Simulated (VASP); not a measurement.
Input of a VASP 6.6.1 run:

POSCAR

```
CdSe
1.0
    4.3406509814      0.0000000000      0.0000000000
   -2.1703254907      3.7591140188      0.0000000000
    0.0000000000      0.0000000000      7.0769662600
Cd Se
2 2
Direct
    0.3333333333      0.6666666667      0.0045324400
    0.6666666667      0.3333333333      0.5045324400
    0.3333333333      0.6666666667      0.3804675600
    0.6666666667      0.3333333333      0.8804675600
```

Contents of INCAR.step1:

```
SYSTEM = CdSe
PREC = Accurate
ENCUT = 520
ISMEAR = -1
SIGMA = 0.02
LREAL = .FALSE.
LASPH = .TRUE.
NELM = 100
NBANDS = 26
GGA = PE
ALGO = Normal
EDIFF = 1E-4
LWAVE = .TRUE.
LCHARG = .FALSE.
```

INCAR.step2

```
SYSTEM = CdSe
PREC = Accurate
ENCUT = 520
EDIFF = 1E-6
ISMEAR = -1
SIGMA = 0.02
LREAL = .FALSE.
LASPH = .TRUE.
NELM = 100
ALGO = Normal
ISIF = 2
LWAVE = .FALSE.
LCHARG = .FALSE.
METAGGA = R2SCAN
LMIXTAU = .TRUE.
NBANDS = 26
ISTART = 1
```

The input KPOINTS:

```
Automatic mesh
0
G
  6 6 4
  0 0 0
```

Potentials or basis: VASP PAW PBE potentials, release 64 (Cd, Se).

Command:

```console
$ cat potpaw_PBE.64/Cd/POTCAR potpaw_PBE.64/Se/POTCAR > POTCAR
$ cp INCAR.step1 INCAR
$ mpirun -np 1 vasp_std > vasp.out
$ cp INCAR.step2 INCAR
$ mpirun -np 1 vasp_std > vasp.out
```

Task: What does it give for the pressure?

Result: 0.2 GPa.

Task: Predict the band gap on the k mesh.

Result: 1.09 eV, direct.

Caveat: the PAW data sets were made with another functional, which shifts forces and pressure a little.

**Measured values to compare with.**

From a printed reference work, data compilation, for a bulk crystal of CdSe at 2 K: band gap 1.841 eV.

Measured gap of CdSe: 1.841 eV (2 K; a printed reference work, data compilation). This calculation gives 1.09 eV (-0.75 eV). Spin-orbit coupling on Cd, Se is left out. The value is that of r2SCAN, without temperature or zero-point motion.
